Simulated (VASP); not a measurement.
# Li₈F₇: saddle point by the improved dimer method

Li₈F₇, defect, 15 atoms in the cell. PBE, improved dimer method; PAW potentials F, Li_sv (PBE set).

Path: a F atom hops into a neighbouring F vacancy; Length of the hop (Å): 2.848; Charge of the cell: 1; Atoms free in the vibrations (from 0): 0, 7, 8, 9, 11.

## Input

INCAR.step1:
```
SYSTEM = Li8F7
PREC     = Accurate       ! precision mode
ENCUT    = 500            ! plane-wave cutoff, eV
EDIFF    = 1E-7           ! SCF threshold, eV
ISMEAR   = 0              ! smearing method
SIGMA    = 0.05           ! smearing width, eV
LREAL    = .False.        ! projectors in reciprocal space
LASPH    = .True.         ! aspherical terms in the spheres
NELM     = 100            ! most SCF steps
ALGO     = Normal         ! electronic algorithm
LWAVE    = .False.        ! write WAVECAR
LCHARG   = .False.        ! write CHGCAR
ISYM     = 0            
NELECT   = 72.0         
KPAR     = 8            
IBRION   = 2              ! ionic algorithm
NSW      = 100            ! ionic steps
ISIF     = 2              ! what is computed and relaxed
EDIFFG   = -0.005         ! ionic threshold
POTIM    = 0.5            ! step
```

INCAR.step2, as INCAR.step1 but for:
```
- EDIFF = 1E-7
- EDIFFG = -0.005
+ EDIFF = 1E-6
+ EDIFFG = -0.02
```

INCAR.step3, as INCAR.step2 but for:
```
- IBRION = 2
- NSW = 100
- ISIF = 2
- POTIM = 0.5
+ IBRION = 44
+ NSW = 600
```

INCAR.step4, as INCAR.step3 but for:
```
- EDIFF = 1E-6
- IBRION = 44
- NSW = 600
- EDIFFG = -0.02
+ EDIFF = 1E-7
+ IBRION = 5
+ NFREE = 2
+ POTIM = 0.015
+ NSW = 1
```

KPOINTS:
```
k-points
0
Gamma
  3 3 3
```

POSCAR.step1:
```
Li8F7
1.0
    0.0000000000      4.0280000000      4.0280000000
    4.0280000000      0.0000000000      4.0280000000
    4.0280000000      4.0280000000      0.0000000000
F Li
7 8
Direct
    0.2500000000      0.2500000000      0.7500000000
    0.2500000000      0.7500000000      0.2500000000
    0.2500000000      0.7500000000      0.7500000000
    0.7500000000      0.2500000000      0.2500000000
    0.7500000000      0.2500000000      0.7500000000
    0.7500000000      0.7500000000      0.2500000000
    0.7500000000      0.7500000000      0.7500000000
    0.0000000000      0.0000000000      0.0000000000
    0.0000000000      0.0000000000      0.5000000000
    0.0000000000      0.5000000000      0.0000000000
    0.0000000000      0.5000000000      0.5000000000
    0.5000000000      0.0000000000      0.0000000000
    0.5000000000      0.0000000000      0.5000000000
    0.5000000000      0.5000000000      0.0000000000
    0.5000000000      0.5000000000      0.5000000000
```

POSCAR.step2:
```
Li8F7
1.0
    0.0000000000      4.0280000000      4.0280000000
    4.0280000000      0.0000000000      4.0280000000
    4.0280000000      4.0280000000      0.0000000000
F Li
7 8
Direct
    0.2500000000      0.2500000000      1.2500000000
    0.2500000000      0.7500000000      0.2500000000
    0.2500000000      0.7500000000      0.7500000000
    0.7500000000      0.2500000000      0.2500000000
    0.7500000000      0.2500000000      0.7500000000
    0.7500000000      0.7500000000      0.2500000000
    0.7500000000      0.7500000000      0.7500000000
    0.0000000000      0.0000000000      0.0000000000
    0.0000000000      0.0000000000      0.5000000000
    0.0000000000      0.5000000000      0.0000000000
    0.0000000000      0.5000000000      0.5000000000
    0.5000000000      0.0000000000      0.0000000000
    0.5000000000      0.0000000000      0.5000000000
    0.5000000000      0.5000000000      0.0000000000
    0.5000000000      0.5000000000      0.5000000000
```

POSCAR.step3:
```
Li8F7                                   
1.0
    0.0000000000      4.0280000000      4.0280000000
    4.0280000000      0.0000000000      4.0280000000
    4.0280000000      4.0280000000      0.0000000000
F Li
7 8
Direct
    0.2395087089      0.2625667653      0.9802841317
    0.2493939719      0.7396736665      0.2366524640
    0.2526535536      0.7529342232      0.7253493827
    0.7319141498      0.2564512684      0.2483614642
    0.7559254970      0.2486975894      0.7290511858
    0.7516481819      0.7471676418      0.2447467723
    0.7472659846      0.7528546821      0.7251559046
    0.9865891205      0.9915726245      1.0001622759
    0.9965231734      0.9929428995      0.4894234471
    0.9482545366      0.5567238944      0.9817105905
    0.9882479508      0.5161337918      0.4747044431
    0.5547016498      0.9486262390      0.9854801538
    0.5226164567      0.9726177070      0.4777171351
    0.5166464738      0.5069744472      0.9680008208
    0.5081661299      0.5112913026      0.4705467323

    0.6722719807      0.6722718187      0.0000005689
   -0.0480193235     -0.0480196131      0.0000005524
   -0.0480193533     -0.0480191919      0.0000004925
   -0.0480195763     -0.0480192559      0.0000004395
   -0.0480194036     -0.0480195627      0.0000003677
   -0.0480192672     -0.0480195695      0.0000007789
   -0.0480193431     -0.0480195997      0.0000005348
   -0.0480196643     -0.0480198438     -0.0515438678
   -0.0480214950     -0.0480215311      0.0509905067
    0.0035164208      0.0029708061     -0.0000012159
   -0.0990094450     -0.0995560571      0.0000023007
    0.0029707033      0.0035176220     -0.0000012202
   -0.0995557391     -0.0990095338      0.0000022755
   -0.0480172835     -0.0480172909     -0.0509894093
   -0.0480192109     -0.0480191974      0.0515368955
```

POSCAR.step4:
```
Li8F7
1.0
    0.0000000000      4.0280000000      4.0280000000
    4.0280000000      0.0000000000      4.0280000000
    4.0280000000      4.0280000000      0.0000000000
F Li
7 8
Selective dynamics
Direct
    0.2159181805      0.2177879268      0.0171202864  T T T
    0.2320162503      0.6875769815      0.2728628777  F F F
    0.2532694339      0.7844086831      0.7138100303  F F F
    0.6854403920      0.2319886169      0.2738641520  F F F
    0.7814407468      0.2539276472      0.7149746561  F F F
    0.7471926152      0.7463298122      0.2301529660  F F F
    0.7470899063      0.7462380767      0.7416637792  F F F
    0.0117267407      0.0133640979      0.0039730753  T T T
    0.0118330662      0.0135249242      0.4364883971  T T T
    0.9946795426      0.5764501915      0.9470662304  T T T
    0.9539056234      0.5290677523      0.4911113361  F F F
    0.5738312329      0.9936875722      0.9489017771  T T T
    0.5305022619      0.9518105484      0.4914097971  F F F
    0.5054907118      0.5053604337      0.9851408679  F F F
    0.5057188347      0.5057054782      0.4688066752  F F F
```

POSCAR.step5:
```
Li8F7
1.0
    0.0000000000      4.0280000000      4.0280000000
    4.0280000000      0.0000000000      4.0280000000
    4.0280000000      4.0280000000      0.0000000000
F Li
7 8
Selective dynamics
Direct
    0.2499999958      0.2499999951      0.7500000010  T T T
    0.2499999814      0.7500000098      0.2500000085  F F F
    0.2500000037      0.7499999862      0.7500000137  F F F
    0.7499999900      0.2500000020      0.2499999948  F F F
    0.7499999891      0.2499999996      0.7500000038  F F F
    0.7499999953      0.7499999981      0.2500000047  F F F
    0.7500000453      0.7500000154      0.7499999711  F F F
    0.9999999601      0.9999999592      0.9999999625  T T T
    0.9823023327      0.9823023252      0.5176990928  T T T
    0.9823023198      0.5176990570      0.9823023375  T T T
    0.9823009544      0.5176976436      0.5176976602  F F F
    0.5176990308      0.9823023168      0.9823023640  T T T
    0.5176976816      0.9823009264      0.5176976658  F F F
    0.5176976776      0.5176977187      0.9823008974  F F F
    0.5000000424      0.5000000470      0.5000000223  F F F
```

Commands (each step's output is kept before the next begins):
```
cat potpaw_PBE.64/F/POTCAR potpaw_PBE.64/Li_sv/POTCAR > POTCAR
cp INCAR.step1 INCAR
cp POSCAR.step1 POSCAR
mpirun -np 8 vasp_std > vasp.out
cp INCAR.step2 INCAR
cp POSCAR.step2 POSCAR
mpirun -np 8 vasp_std > vasp.out
# the block under the positions in POSCAR is the starting axis: the straight line between the two relaxed ends
cp INCAR.step3 INCAR
cp POSCAR.step3 POSCAR
mpirun -np 8 vasp_std > vasp.out
# POSCAR: the saddle point
cp INCAR.step4 INCAR
cp POSCAR.step4 POSCAR
mpirun -np 8 vasp_std > vasp.out
# POSCAR: the relaxed minimum
cp POSCAR.step5 POSCAR
mpirun -np 8 vasp_std > vasp.out
```

## Result

- Barrier (eV): 0.470
- Barrier with zero-point energies (eV): 0.482
- Imaginary frequency (cm⁻¹): 43
- Imaginary modes at the saddle: 1
- Attempt frequency (THz): 3.3
- Force evaluations of the dimer: 111
- Largest force left (eV/Å): 0.0182
- Ionic steps, all stages: 193
- Electronic steps, all stages: 1234

Vibrations (cm⁻¹; a negative value is imaginary):

| Mode | Minimum | Saddle |
|---|---|---|
| 1 | 579 | 722 |
| 2 | 501 | 678 |
| 3 | 468 | 506 |
| 4 | 467 | 495 |
| 5 | 444 | 447 |
| 6 | 443 | 438 |
| 7 | 340 | 394 |
| 8 | 340 | 332 |
| 9 | 301 | 324 |
| 10 | 288 | 292 |
| 11 | 278 | 286 |
| 12 | 267 | 238 |
| 13 | 255 | 236 |
| 14 | 253 | 231 |
| 15 | 206 | -43 |

Harmonic rate, classical:

| Temperature (K) | Jumps per second |
|---|---|
| 300 | 4.2e+04 |
| 600 | 3.8e+08 |
| 900 | 7.8e+09 |

The cell is FLi (16 atoms) with one F atom missing.

Limits: the cell holds 15 atoms, so the vacancy or interstitial meets its own images and the barrier isn't that of a lone defect; the cell is charged against a uniform background; the barrier compares two equally charged cells; the attempt frequency counts the hopping atom and the four atoms nearest to it, while all others are held.

VASP 6.6.1 took 1247 s on 8 cores (Intel Xeon 6975P-C (Granite Rapids)), a shared host.
